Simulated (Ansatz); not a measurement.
# Ba: an elastic constant from a strain scan

Computed with Ansatz, DFT PBE, scalar-relativistic, plane waves, PAW. The runs took a 420 eV cutoff, a Γ-centred 18×18×18 mesh and Gaussian smearing (0.15 eV). No spin polarisation. Energies are free energies at this smearing, counted from the undisturbed cell; pressure is positive in compression.

The starting cell (relaxed at this level):

```
Ba
1.0
    -2.51009    2.51009    2.51009
     2.51009   -2.51009    2.51009
     2.51009    2.51009   -2.51009
Ba
1
Direct
  0.00000 0.00000 0.00000
```

The cell is strained by ε times the Voigt pattern (0, 0, 0, 0, 1, 0) (xx, yy, zz, yz, xz, xy; engineering shear) with fractional coordinates fixed. The cell holds 1 atom in V0 = 63.26 Å³. The stress column is τ = (1/V0) dE/dε, got from the stress tensor σ (compression positive) at each point as −det(1 + εP) σ : P(1 + εP)⁻¹, with P the pattern as a tensor.

| ε | ΔE (meV/atom) | τ (GPa) |
| --- | --- | --- |
| -0.0350 | 2.511 | -0.363 |
| -0.0300 | 1.846 | -0.311 |
| -0.0250 | 1.282 | -0.260 |
| -0.0200 | 0.821 | -0.208 |
| -0.0150 | 0.462 | -0.156 |
| -0.0100 | 0.205 | -0.104 |
| -0.0050 | 0.051 | -0.052 |
| 0.0000 | 0.000 | 0.000 |
| 0.0050 | 0.051 | 0.052 |
| 0.0100 | 0.205 | 0.104 |
| 0.0150 | 0.462 | 0.156 |
| 0.0200 | 0.821 | 0.208 |
| 0.0250 | 1.282 | 0.260 |
| 0.0300 | 1.846 | 0.311 |
| 0.0350 | 2.511 | 0.363 |
| 0.0400 | ? | ? |

**Question.** Which combination of elastic constants does this scan measure, and how large is it?

**Answer.** For small ε, τ = τ0 + Kε with K = pᵀCp, which for this pattern is C44 in the cubic axes. The parabola through τ at ε = -0.0050, 0 and 0.0050 has slope K = 10.4 GPa at zero. The energies per cell, E = NΔE, of the wider pair ε = ±0.0300 give K = 2[E(ε₊)/ε₊ − E(ε₋)/ε₋]/[(ε₊ − ε₋)V0] = 10.4 GPa, in agreement.

**Question.** Predict the withheld row at ε = 0.0400 from the harmonic law, and compare.

**Answer.** ΔE = V0(τ0 ε + Kε²/2)/N = 3.284 meV/atom and τ = 0.42 GPa. The calculation gives 3.279 meV/atom and 0.41 GPa, a miss of 0.01 meV/atom at most, so the harmonic law still holds here.

In a metal these slopes depend on the k mesh and the smearing.